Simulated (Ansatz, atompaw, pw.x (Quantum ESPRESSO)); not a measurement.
Zn (Z = 30): does the PAW (atompaw) potential hold in the solid?

```json
{"Element": "Zn (Z = 30)", "Generator": "atompaw 4.2.0.5", "Type": "PAW", "Functional": "PBE", "Relativity": "scalar-relativistic", "Frozen core": "[Ar] 3d10", "Valence charge": "2", "Reference configuration": "4s2 4p0", "Partial waves": "4s (bound): rc 2.50 bohr; 4s channel at 0.6 Ry: rc 2.60 bohr; 4p (bound, empty): rc 2.60 bohr; 4p channel at 1.2 Ry: rc 2.60 bohr; 4d channel at 0.25 Ry: rc 2.60 bohr; 4d channel at 1.85 Ry: rc 2.60 bohr", "Local potential": "bessel scheme, radius 2.40 bohr", "Core correction": "smooth core density matched at 1.70 bohr", "Augmentation charge": "gaussian compensation charge, radius 1.90 bohr; PAW radius 2.60 bohr; waves and projectors: custom rrkj gramschmidtortho"}
```

Atomic tests: cutoffs needed: 6 Ry and 6 Ry (the cutoffs (Ry, on a coarse ladder) from which the occupation-weighted sum of valence levels, in a spherical-Bessel basis at the reference potential, stays within 10 and 1 mRy of its value at 400 Ry); ghost test: no extra level below or beside the all-electron valence levels (s, p, d, f tested) (spherical-Bessel basis up to 400 Ry, 20 bohr box); lowest eigenvalue of the overlap operator: 0.36 (s channel).

Crystal test: fcc Zn in pw.x 7.5, no spin, 14³ k-points, Fermi–Dirac smearing 0.01 Ry, cutoffs 40/400 Ry. The reference is all-electron LAPW (Ansatz 0.2.0) with the same functional, mesh and smearing; V0 and B0 come from Birch–Murnaghan fits to the pressures at five volumes. Errors are pseudo minus all-electron; Δ is the rms difference of the E(V) curves that follow from these fits, minima aligned, over ±6 % about the mean V0. Mesh and smearing are coarse, so the numbers serve the comparison and aren't converged zero-temperature values; the lattice is a test structure that the element need not adopt.

All-electron: a0 = 3.931 Å (V0 = 15.18 Å³/atom), B0 = 69.9 GPa.

How far does the potential miss the all-electron equation of state?

mean pressure error (GPa): -3.43. The pressure does not cross zero within the volumes sampled, so no fit is given. This is a poor potential for the solid. The logarithmic derivative shows an extra or strongly shifted pseudo pole above the reference energy (d near 0.38 Ry).

```tsv
V (Å³/atom)	P all-electron (GPa)	P pseudo (GPa)
14.479	3.75	-0.46
14.860	1.59	-2.17
15.241	-0.27	-3.65
15.622	-1.85	-4.90
16.003	-3.21	-5.98
```

At the middle volume, how do free energy and pressure move when the wave cutoff is lowered (ecutrho held at 400 Ry)?

```csv
cutoff (Ry),shift of F (meV/atom),shift of P (GPa)
18,+4.6,-0.07
24,+2.2,+0.03
32,+0.2,+0.00
```

Input at the middle volume:

```
&control
  calculation='scf', prefix='x', pseudo_dir='./', outdir='./tmp', tstress=.true., disk_io='none'
/
&system
  ibrav=0, nat=1, ntyp=1, ecutwfc=40, ecutrho=400, nbnd=8,
  occupations='smearing', smearing='fd', degauss=0.01
/
&electrons
  conv_thr=1e-09, mixing_beta=0.4, electron_maxstep=70
/
ATOMIC_SPECIES
Zn 1.0 Zn.UPF
CELL_PARAMETERS angstrom
  0.00000000 1.96786132 1.96786132
  1.96786132 0.00000000 1.96786132
  1.96786132 1.96786132 0.00000000
ATOMIC_POSITIONS crystal
Zn 0.0000 0.0000 0.0000
K_POINTS automatic
14 14 14 0 0 0
```

```bash
pw.x < Zn.scf.in > Zn.scf.out
```

Lines of the output:

```
Message from routine setup:
     using ibrav=0 with symmetry is DISCOURAGED, use correct ibrav instead
     lattice parameter (alat)  =       5.2591  a.u.
     unit-cell volume          =     102.8514 (a.u.)^3
     number of electrons       =         2.00
     number of Kohn-Sham states=            8
     kinetic-energy cutoff     =      40.0000  Ry
     charge density cutoff     =     400.0000  Ry
     scf convergence threshold =      1.0E-09
     Exchange-correlation= SLA PW PBX PBC
     number of k points=   104  Fermi-Dirac smearing, width (Ry)=  0.0100
     negative rho (up, down):  1.289E-01 0.000E+00
     iteration #  1     ecut=    40.00 Ry     beta= 0.40
     negative rho (up, down):  1.211E-01 0.000E+00
     total energy              =    -143.93059450 Ry
     estimated scf accuracy    <       0.00351751 Ry
     iteration #  2     ecut=    40.00 Ry     beta= 0.40
     negative rho (up, down):  1.104E-01 0.000E+00
     total energy              =    -143.93038601 Ry
     estimated scf accuracy    <       0.00121130 Ry
     iteration #  3     ecut=    40.00 Ry     beta= 0.40
     negative rho (up, down):  1.107E-01 0.000E+00
     total energy              =    -143.93040973 Ry
     estimated scf accuracy    <       0.00000070 Ry
     iteration #  4     ecut=    40.00 Ry     beta= 0.40
     negative rho (up, down):  1.106E-01 0.000E+00
     total energy              =    -143.93041008 Ry
     estimated scf accuracy    <       0.00000011 Ry
     iteration #  5     ecut=    40.00 Ry     beta= 0.40
     negative rho (up, down):  1.107E-01 0.000E+00
     the Fermi energy is     4.7202 ev
!    total energy              =    -143.93041008 Ry
     estimated scf accuracy    <          4.9E-10 Ry
     smearing contrib. (-TS)   =      -0.00101629 Ry
     The total energy is F=E-TS. E is the sum of the following terms:
     one-electron contribution =       1.82713848 Ry
     hartree contribution      =       0.02885690 Ry
     xc contribution           =      -5.42752524 Ry
     ewald contribution        =      -2.46582877 Ry
     one-center paw contrib.   =    -137.89203517 Ry
     convergence has been achieved in   5 iterations
     negative rho (up, down):  1.107E-01 0.000E+00
          total   stress  (Ry/bohr**3)                   (kbar)     P=      -36.45
     Message from routine punch:
     Nothing written, as per user request (disk_io='none')
```

The run at the middle volume (104 k-points, 5 iterations) took about 5.8 s on one core of a shared host (Intel(R) Xeon(R) Platinum 8488C, 96 threads, 744 GiB, load 27).
